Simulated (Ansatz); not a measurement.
## TiAl$_{3}$: pressure against volume

TiAl$_{3}$, I4/mmm, a = 3.816 Å, c = 8.554 Å. Ansatz: PBEsol, PAW, 420 eV, Γ-centred 16×16×16 mesh on 4 atoms, Gaussian smearing 0.10 eV; no spin polarisation. Shape and atoms are relaxed at each volume; pressure is positive in compression.

| V (Å³/atom) | P (GPa) |
| --- | --- |
| 13.699 | 18.40 |
| 14.166 | 12.70 |
| 14.633 | 7.81 |
| 15.100 | ? |
| 15.567 | 0.00 |
| 16.034 | -3.11 |
| 16.501 | -5.77 |
| 17.123 | -8.74 |

Q: Take V0 = 15.567 Å³/atom, fit the third-order Birch–Murnaghan form to the other rows, and predict the missing pressure.

A: With the Eulerian strain f = ½[(V0/V)^(2/3) − 1] and y = P/[3f(1 + 2f)^(5/2)], the form is the line y = B0 + 1.5 B0 (B0′ − 4) f. Rows (f, y): 0.04448, 111.4; 0.03245, 111.5; 0.02106, 111.5; -0.00976, 111.6; -0.01905, 111.3; -0.03077, 111.0. Means f = 0.006402, y = 111.38; Σ(Δf)² = 0.004634, ΣΔfΔy = 0.01825; the slope is their ratio. y = 111.4 + 3.939 f GPa, so B0 = 111.4 GPa and B0′ = 4 + 2 × (3.939)/(3 × 111.4) = 4.02. At V = 15.100, f = 0.01026, y = 111.44 and P = 3.61 GPa. The run gave 3.60 GPa, so the fit is 0.01 GPa too high, within the rms miss on the fitted rows (0.01 GPa).